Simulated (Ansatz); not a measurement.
## GaP, one cell by several methods

```yaml
crystal:
  lattice:
    - [0.00000, 2.78145, 2.61624]
    - [2.78145, 0.00000, 2.61624]
    - [2.78145, 2.78145, 0.00000]
  atoms:
    - { symbol: Ga, position: [0.00000, 0.00000, 0.00000] }
    - { symbol: P, position: [0.75000, 0.75000, 0.75000] }
```

Atoms are numbered in the order listed.

The cell is COD entry 9008846, as deposited and not checked against the literature; nothing was relaxed. The listed cell was then made from it by scaling, straining or moving an atom.

Methods: DFT, PBE, PAW with Ansatz's default frozen-core files, scalar-relativistic (Ansatz 0.2.0); DFT, PBE, all-electron PAW with datasets made for the crystal, scalar-relativistic (Ansatz 0.2.0); DFT, PBE, all-electron LAPW, scalar-relativistic (Ansatz 0.2.0).

For PAW: a Γ-centred 10×10×10 k mesh, Fermi–Dirac smearing of 0.05 eV, cutoff 420 eV, no spin polarisation. The crystal-made all-electron datasets (AE datasets) take a cutoff of 240 eV at this cell. LAPW targets a basis error of 0.5 meV/atom. The Ansatz runs share mesh, smearing and spin set-up. Plane-wave (PAW) pressures include the program's estimate of the Pulay term.

Stress and pressure are positive in compression.

The change that made this cell: z strained by -4 % at fixed volume.

```csv
quantity,PAW,AE datasets,LAPW
pressure (GPa),2.42,2.40,2.40
stress xx (GPa),1.09,1.07,1.07
stress zz (GPa),5.08,5.06,5.06
band gap (eV),1.035,1.038,1.038
largest principal field gradient Vzz at Ga1 (10²¹ V/m²),1.28,1.30,–
largest principal field gradient Vzz at P2 (10²¹ V/m²),-0.70,-0.69,–
```
